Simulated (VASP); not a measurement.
Zr:

```xyz
1
Lattice="-1.7908 1.7908 1.7908 1.7908 -1.7908 1.7908 1.7908 1.7908 -1.7908" Properties=species:S:1:pos:R:3 pbc="T T T"
Zr    0.0000    0.0000    0.0000
```

This isn't the form of Zr at room conditions, which is hcp.

| Quantity | Value |
| --- | --- |
| Program | VASP 6.6.1 |
| Task | relaxation of cell and atoms |
| Functional | PBE |
| Dispersion | D3(BJ) |
| Potentials or basis | VASP PAW PBE potentials, release 64 (Zr_sv) |
| Cutoff | 600 eV |
| k mesh | 16 × 16 × 16 |
| Occupations | gaussian, width 0.1 eV |
| Spin | no spin polarisation |

At the start: pressure -4.4 GPa; volume 22.97 Å³/atom.

Problem. How do energy, volume and symmetry change on relaxing?

Solution. Over 3 steps the energy falls by 16.4 meV/atom and the volume is 21.82 Å³/atom (-5.0 %); space group Im-3m (No. 229, to 0.05 Å).

The path:
| step | energy change (eV) | largest force (eV/Å) | pressure (GPa) | volume (Å³) |
| --- | --- | --- | --- | --- |
| 1 | 0.0000 | 0.0000 | -4.39 | 22.97 |
| 2 | -0.0058 | 0.0000 | 3.98 | 20.94 |
| 3 | -0.0164 | 0.0000 | -0.01 | 21.82 |

Final structure:
```yaml
crystal:
  lattice:
    - [-1.76046, 1.76046, 1.76046]
    - [1.76046, -1.76046, 1.76046]
    - [1.76046, 1.76046, -1.76046]
  atoms:
    - { symbol: Zr, position: [0.00000, 0.00000, 0.00000] }
```

Caveat: pairwise dispersion overbinds metals, which lowers pressure and volume.
